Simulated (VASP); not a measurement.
# Cs in VASP: settings compared

One molecule, Cs, is run at these levels: PBE+D3(BJ), PBE, RPBE, RPBE+D3(BJ); tasks: relaxation of the atoms, single point.

All numbers are computed with VASP 6.6.1; they aren't measurements. Logs are shortened: lines on timing, memory, paths and dates and some standing lists are left out, and cuts for length are marked.

## 1. The molecule as given

The cell holds a molecule in a box, 1 atom: a = 10.500 Å, b = 11.000 Å, c = 11.500 Å, α = 90.00°, β = 90.00°, γ = 90.00°.

## 2. Relaxation of the atoms, PBE+D3(BJ), collinear spin, ferromagnetic start

Input file INCAR:

```
SYSTEM = Cs
PREC = Accurate ; ENCUT = 400
EDIFF = 1E-7 ; ISMEAR = 0
SIGMA = 0.01 ; LREAL = .False.
LASPH = .True. ; NELM = 80
ALGO = Normal ; ISIF = 2
LWAVE = .False. ; LCHARG = .False.
ISPIN = 2 ; MAGMOM = 0.5
LORBIT = 11 ; NUPDOWN = 1
GGA = PE ; IVDW = 12
IBRION = 2 ; NSW = 120
EDIFFG = -0.03 ; ISYM = 0
```

Input file KPOINTS:

```
regular mesh
0
Gamma
  1 1 1
  0 0 0
```

Input file POSCAR:

```
Cs
1.0
   10.5000000000      0.0000000000      0.0000000000
    0.0000000000     11.0000000000      0.0000000000
    0.0000000000      0.0000000000     11.5000000000
Cs
1
Selective dynamics
Direct
    0.5000000000      0.5045454545      0.5000000000  F F F
```

Potentials or basis: VASP PAW PBE potentials, release 64 (Cs_sv).

The run is started by

```console
> cat potpaw_PBE.64/Cs_sv/POTCAR > POTCAR
> mpirun -np 4 vasp_gam > vasp.out
```

OUTCAR:

```text
SYSTEM = Cs
   PREC = Accurate
   ENCUT = 400
   EDIFF = 1E-7
   ISMEAR = 0
   LREAL = .False.
   LASPH = .True.
   NELM = 80
   ISIF = 2
   ISPIN = 2
   LORBIT = 11
   NUPDOWN = 1
   GGA = PE
   IVDW = 12
   IBRION = 2
   NSW = 120
   EDIFFG = -0.03
   ISYM = 0
 IVDW          = 12

 ion  position               nearest neighbor table
   1  0.500  0.505  0.500-

IMPORTANT INFORMATION: All symmetrisations will be switched off!
NOSYMM: (Re-)initialisation of all symmetry stuff for point group C_1.

----------------------------------------------------------------------------------------

                                     Primitive cell

  volume of cell :    1328.2500

  direct lattice vectors                    reciprocal lattice vectors
    10.500000000  0.000000000  0.000000000     0.095238095  0.000000000  0.000000000
     0.000000000 11.000000000  0.000000000     0.000000000  0.090909091  0.000000000
     0.000000000  0.000000000 11.500000000     0.000000000  0.000000000  0.086956522

  length of vectors
    10.500000000 11.000000000 11.500000000     0.095238095  0.090909091  0.086956522

  position of ions in fractional coordinates (direct lattice)
     0.500000000  0.504545454  0.500000000

  ion indices of the primitive-cell ions
   primitive index   ion index
                 1           1

----------------------------------------------------------------------------------------

 KPOINTS: regular mesh

Automatic generation of k-mesh.
 Grid dimensions read from file:
 generate k-points for:    1    1    1

 Generating k-lattice:

  Cartesian coordinates                     Fractional coordinates (reciprocal lattice)
     0.095238095  0.000000000  0.000000000     1.000000000  0.000000000  0.000000000
     0.000000000  0.090909091  0.000000000     0.000000000  1.000000000  0.000000000
     0.000000000  0.000000000  0.086956522     0.000000000  0.000000000  1.000000000

  Length of vectors
     0.095238095  0.090909091  0.086956522

  Shift w.r.t. Gamma in fractional coordinates (k-lattice)
     0.000000000  0.000000000  0.000000000

 Subroutine IBZKPT returns following result:
 ===========================================

 Found      1 irreducible k-points:

 Following reciprocal coordinates:
            Coordinates               Weight
  0.000000  0.000000  0.000000      1.000000
   k-points           NKPTS =      1   k-points in BZ     NKDIM =      1   number of bands    NBANDS=      8
   number of dos      NEDOS =    301   number of ions     NIONS =      1
   total plane-waves  NPLWV = 403200
   dimension x,y,z NGX =    70 NGY =   72 NGZ =   80
   dimension x,y,z NGXF=   140 NGYF=  144 NGZF=  160
   ions per type =               1
   NGX,Y,Z   is equivalent  to a cutoff of  11.08, 10.88, 11.56 a.u.
   NGXF,Y,Z  is equivalent  to a cutoff of  22.17, 21.76, 23.13 a.u.
 SYSTEM =  Cs
   PREC   = accura    normal or accurate (medium, high low for compatibility)
   ISTART =      0    job   : 0-new  1-cont  2-samecut
   ICHARG =      2    charge: 1-file 2-atom 10-const
   ISPIN  =      2    spin polarized calculation?
   LNONCOLLINEAR =      F non collinear calculations
   LSORBIT =      F    spin-orbit coupling
   LASPH  =      T    aspherical Exc in radial PAW
   ENCUT  =  400.0 eV  29.40 Ry    5.42 a.u.  17.12 17.94 18.75*2*pi/ulx,y,z
   NELM   =     80;   NELMIN=  2; NELMDL= -5     # of ELM steps
   EDIFF  = 0.1E-06   stopping-criterion for ELM
   LREAL  =      F    real-space projection
   EDIFFG = -.3E-01   stopping-criterion for IOM
   NSW    =    120    number of steps for IOM
   IBRION =      2    ionic relax: 0-MD 1-quasi-New 2-CG
   NFREE  =      1    steps in history (QN), initial steepest desc. (CG)
   ISIF   =      2    stress and relaxation
   ISYM   =      0    0-nonsym 1-usesym 2-fastsym
   POTIM  = 0.5000    time-step for ionic-motion
   TEBEG  =    0.0;   TEEND  =   0.0 temperature during run
   PSTRESS=    0.0 pullay stress
   NELECT =       9.0000    total number of electrons
   NUPDOWN=       1.0000    fix difference up-down
   EMIN   =  10.00;   EMAX   =-10.00  energy-range for DOS
   EFERMI =   0.00;   METHOD = LEGACY
   ISMEAR =     0;   SIGMA  =   0.01  broadening in eV -4-tet -1-fermi 0-gaus
   EFERMI_NEDOS =   21; number of points for ismear=-14 and -15
   IALGO  =     38    algorithm
   IMIX   =      4    mixing-type and parameters
     AMIX     =   0.40;   BMIX     =  1.00
     AMIX_MAG =   1.60;   BMIX_MAG =  1.00
  volume/ion in A,a.u.               =    1328.25      8963.47
  Fermi-wavevector in a.u.,A,eV,Ry     =   0.309786  0.585411  1.305719  0.095968
  Thomas-Fermi vector in A             =   1.186821
   LORBIT       =     11    0 simple, 1 ext, 2 COOP (PROOUT), +10 PAW based schemes
   GGA     = PE    functional components
   LHFCALC =     F    Hartree Fock is set to
   AEXX    =    0.0000 exact exchange contribution
   IVDW    =    12    specifies the selected vdW correction
   LEPSILON=     F    determine dielectric tensor
   LRPA    =     F    only Hartree local field effects (RPA)
 conjugate gradient relaxation of ions
 spin polarized calculation
 Gauss-broadening in eV      SIGMA  =   0.01
  energy-cutoff  :      400.00
  volume of cell :     1328.25
 maximum number of plane-waves:     12033
 NGX is ok and might be reduce to    70
   NGX = 35   NGY = 35   NGZ = 37

 number of electron       9.0000000 magnetization       1.0000000

 Free energy of the ion-electron system (eV)
  ---------------------------------------------------
  ext. energy  EPLUGINS =         0.00000000
  ---------------------------------------------------
  free energy    TOTEN  =        -0.20539658 eV

  energy without entropy =       -0.20539658  energy(sigma->0) =       -0.20539658

 E-fermi : -13.1470     XC(G=0):  -0.9405

 val. band max:       -2.0787726943   @ k =   0.0000   0.0000   0.0000
 cond. band min:      -1.3168739731   @ k =   0.0000   0.0000   0.0000
 fundamental gap:      0.7618987212
 Fermi energy:        -1.9929016545

 spin component 1

 k-point     1 :       0.0000    0.0000    0.0000
  band No.  band energies     occupation
      1     -26.5334      1.00000
      2     -13.3425      1.00000
      3     -13.3402      1.00000
      4     -13.3368      1.00000
      5      -2.0788      1.00000
      6      -0.4655      0.00000
      7      -0.4315      0.00000
      8      -0.4128      0.00000
 Fermi energy:       -13.1470463663

 spin component 2

 k-point     1 :       0.0000    0.0000    0.0000
  band No.  band energies     occupation
      1     -26.4940      1.00000
      2     -13.2622      1.00000
      3     -13.2592      1.00000
      4     -13.2546      1.00000
      5      -1.3169      0.00000
      6       0.3294      0.00000
      7       0.3377      0.00000
      8       0.3873      0.00000

------------------------ aborting loop because EDIFF is reached ----------------------------------------

 Edisp (eV)   -0.01975

 E8    (eV) :    -0.0072

  FORCE on cell =-STRESS in cart. coord.  units (eV):
  Direction    XX          YY          ZZ          XY          YZ          ZX
  --------------------------------------------------------------------------------------
  -------------------------------------------------------------------------------------
  Total      -0.30106    -0.22503    -0.17052     0.00000    -0.00000     0.00000
  in kB      -0.36314    -0.27144    -0.20569     0.00000    -0.00000     0.00000
  external pressure =       -0.28 kB  Pullay stress =        0.00 kB

 VOLUME and BASIS-vectors are now :
 -----------------------------------------------------------------------------
  energy-cutoff  :      400.00
  volume of cell :     1328.25
      direct lattice vectors                 reciprocal lattice vectors
    10.500000000  0.000000000  0.000000000     0.095238095  0.000000000  0.000000000
     0.000000000 11.000000000  0.000000000     0.000000000  0.090909091  0.000000000
     0.000000000  0.000000000 11.500000000     0.000000000  0.000000000  0.086956522

 POSITION                                       TOTAL-FORCE (eV/Angst)
 -----------------------------------------------------------------------------------
      5.25000      5.55000      5.75000        -0.000000      0.000355     -0.000028
 -----------------------------------------------------------------------------------
    total drift:                               -0.000000      0.000355     -0.000028

  FREE ENERGIE OF THE ION-ELECTRON SYSTEM (eV)
  ---------------------------------------------------
  free  energy   TOTEN  =        -0.2251472710 eV

  energy  without entropy=       -0.2251472710  energy(sigma->0) =       -0.22514727

 reached required accuracy - stopping structural energy minimisation

 total charge

# of ion       s       p       d       tot
------------------------------------------
    1        1.866   4.678   0.000   6.544

 magnetization (x)

# of ion       s       p       d       tot
------------------------------------------
    1        0.033  -0.015   0.000   0.018
```

It took 39 s on 4 MPI ranks of Intel Xeon 6975P-C (Granite Rapids), shared host; peak memory 0.38 GiB.

Results:

- Free energy: -0.2251 eV
- Net moment: 1.00 μB per cell
- Valence electrons inside the program's atomic spheres: Cs 6.54
- Dispersion energy per atom: -0.020 eV

Final structure:
```
Cs
1.0
    10.50000    0.00000    0.00000
     0.00000   11.00000    0.00000
     0.00000    0.00000   11.50000
Cs
1
Direct
  0.50000 0.50455 0.50000
```

Caveat: the relaxation stopped at its first step, so nothing moved; the total moment is fixed, so each spin has its own Fermi level.

## 3. Single point, PBE, collinear spin, ferromagnetic start

Input file INCAR:

```
ALGO = Normal
EDIFF = 1E-7
ENCUT = 400
GGA = PE
ISIF = 2
ISMEAR = 0
ISPIN = 2
ISYM = 0
LASPH = T
LCHARG = F
LORBIT = 11
LREAL = F
LWAVE = F
MAGMOM = 0.5
NBANDS = 14
NELM = 80
NUPDOWN = 1
PREC = Accurate
SIGMA = 0.01
```

Input file KPOINTS:

```
k-points
0
Gamma
  1 1 1
```

Input file POSCAR:

```
Cs                                      
1.0
   10.5000000000      0.0000000000      0.0000000000
    0.0000000000     11.0000000000      0.0000000000
    0.0000000000      0.0000000000     11.5000000000
  Cs            
     1
Selective dynamics
Direct
     0.5000000000000000    0.5045454544999970    0.5000000000000000   F   F   F
```

Potentials or basis: VASP PAW PBE potentials, release 64 (Cs_sv).

The run is started by

```console
> cat potpaw_PBE.64/Cs_sv/POTCAR > POTCAR
> mpirun -np 4 vasp_gam > vasp.out
```

OUTCAR:

```text
EDIFF = 1E-7
   ENCUT = 400
   GGA = PE
   ISIF = 2
   ISMEAR = 0
   ISPIN = 2
   ISYM = 0
   LASPH = T
   LORBIT = 11
   LREAL = F
   NELM = 80
   NUPDOWN = 1
   PREC = Accurate

 ion  position               nearest neighbor table
   1  0.500  0.505  0.500-

IMPORTANT INFORMATION: All symmetrisations will be switched off!
NOSYMM: (Re-)initialisation of all symmetry stuff for point group C_1.

[... 172 lines left out ...]
  --------------------------------------------------------------------------------------
  -------------------------------------------------------------------------------------
  Total       -0.2476829     -0.1830416     -0.1369371      0.0000000      0.0000000      0.0000000
  in kB       -0.2987630     -0.2207906     -0.1651778      0.0000000      0.0000000      0.0000000
  external PRESSURE =      -0.2282438 kB  Pullay stress =       0.0000000 kB

 VOLUME and BASIS-vectors are now :
 -----------------------------------------------------------------------------
  energy-cutoff  :      400.00
  volume of cell :     1328.25
      direct lattice vectors                 reciprocal lattice vectors
    10.500000000  0.000000000  0.000000000     0.095238095  0.000000000  0.000000000
     0.000000000 11.000000000  0.000000000     0.000000000  0.090909091  0.000000000
     0.000000000  0.000000000 11.500000000     0.000000000  0.000000000  0.086956522

 POSITION                                       TOTAL-FORCE (eV/Angst)
 -----------------------------------------------------------------------------------
      5.25000      5.55000      5.75000         0.000000      0.000356     -0.000028
 -----------------------------------------------------------------------------------
    total drift:                                0.000000      0.000356     -0.000028

  FREE ENERGIE OF THE ION-ELECTRON SYSTEM (eV)
  ---------------------------------------------------
  free  energy   TOTEN  =        -0.2053965523 eV

  energy  without entropy=       -0.2053965523  energy(sigma->0) =       -0.20539655

 total charge

# of ion       s       p       d       tot
------------------------------------------
    1        1.866   4.678   0.000   6.544

 magnetization (x)

# of ion       s       p       d       tot
------------------------------------------
    1        0.033  -0.015   0.000   0.018
```

OSZICAR:

```text
N       E                     dE             d eps       ncg     rms          rms(c)
DAV:   1     0.885563754191E+02    0.88556E+02   -0.14469E+03    72   0.209E+02
DAV:   2     0.255074689954E+02   -0.63049E+02   -0.61344E+02   112   0.448E+01
[... 25 lines left out ...]
DAV:  28    -0.205393601202E+00   -0.31137E-05   -0.13880E-06    72   0.369E-03    0.838E-06
DAV:  29    -0.205395688614E+00   -0.20874E-05   -0.73778E-07    72   0.243E-03    0.461E-06
DAV:  30    -0.205396261510E+00   -0.57290E-06   -0.29306E-07    80   0.154E-03    0.261E-06
DAV:  31    -0.205396435413E+00   -0.17390E-06   -0.61678E-08    64   0.639E-04    0.160E-06
DAV:  32    -0.205396575449E+00   -0.14004E-06   -0.16946E-08    64   0.375E-04    0.132E-06
DAV:  33    -0.205396552326E+00    0.23123E-07   -0.33797E-09    72   0.185E-04
   1 F= -.20539655E+00 E0= -.20539655E+00  d E =-.114016E-13  mag=     1.0000
```

Wall time 49 s (4 MPI ranks of Intel Xeon 6975P-C (Granite Rapids), shared host); peak memory 0.37 GiB.

Results:

| Item | Value |
| --- | --- |
| Free energy | -0.2054 eV |
| Net moment | 1.00 μB per cell |
| Valence electrons inside the program's atomic spheres | Cs 6.54 |

Caveat: the total moment is fixed, so each spin has its own Fermi level.

## 4. Single point, RPBE, collinear spin, ferromagnetic start

INCAR, as its differences from that of step 3:

```diff
@@ -3,3 +3,3 @@
 ENCUT = 400
-GGA = PE
+GGA = RP
 ISIF = 2
```

KPOINTS is that of step 3.

POSCAR is that of step 3.

The run is started by

```console
> cat potpaw_PBE.64/Cs_sv/POTCAR > POTCAR
> mpirun -np 4 vasp_gam > vasp.out
```

It took 53 s on 4 MPI ranks of Intel Xeon 6975P-C (Granite Rapids), shared host; peak memory 0.37 GiB.

Results (log left out):

- Free energy: -0.1666 eV
- Net moment: 1.00 μB per cell
- Valence electrons inside the program's atomic spheres: Cs 6.56

Caveat: the PAW data sets were made with another functional, which shifts forces and pressure a little; the total moment is fixed, so each spin has its own Fermi level.

## 5. Single point, RPBE+D3(BJ), collinear spin, ferromagnetic start

INCAR, as its differences from that of step 4:

```diff
@@ -8,2 +8,3 @@
 ISYM = 0
+IVDW = 12
 LASPH = T
```

KPOINTS is that of step 4.

POSCAR is that of step 4.

The run is started by

```console
> cat potpaw_PBE.64/Cs_sv/POTCAR > POTCAR
> mpirun -np 4 vasp_gam > vasp.out
```

Run time: 49 s. Hardware: 4 MPI ranks of Intel Xeon 6975P-C (Granite Rapids), shared host; peak memory 0.38 GiB.

Results (log left out):

```yaml
Free_energy: -0.1874 eV
Net_moment: 1.00 μB per cell
Valence_electrons_inside_the_program's_atomic_spheres: Cs 6.56
Dispersion_energy_per_atom: -0.021 eV
```

Caveat: the PAW data sets were made with another functional, which shifts forces and pressure a little; the total moment is fixed, so each spin has its own Fermi level. The run has no spin-orbit coupling, so splittings on Cs are missing.

## 6. Overview

| task | level | cell | atoms held fixed (from 0) | moment (μB) |
| --- | --- | --- | --- | --- |
| relaxation of the atoms | PBE+D3(BJ) | atoms relaxed | [0] | 1.00 |
| single point | PBE | as given | - | 1.00 |
| single point | RPBE | as given | - | 1.00 |
| single point | RPBE+D3(BJ) | as given | - | 1.00 |

Alike in all rows: potentials or basis VASP PAW PBE potentials, release 64 (Cs_sv); spin collinear, ferromagnetic start; fixed moment (μB) 1; k mesh 1 × 1 × 1; cutoff (eV) 400; smearing gaussian 0.01 eV.

Caveats: the total moment is fixed, so each spin has its own Fermi level; the PAW data sets were made with another functional, which shifts forces and pressure a little (some runs); the relaxation stopped at its first step, so nothing moved (some runs).

Total energies depend on the potentials used, so only differences within one code and one set of settings carry meaning.
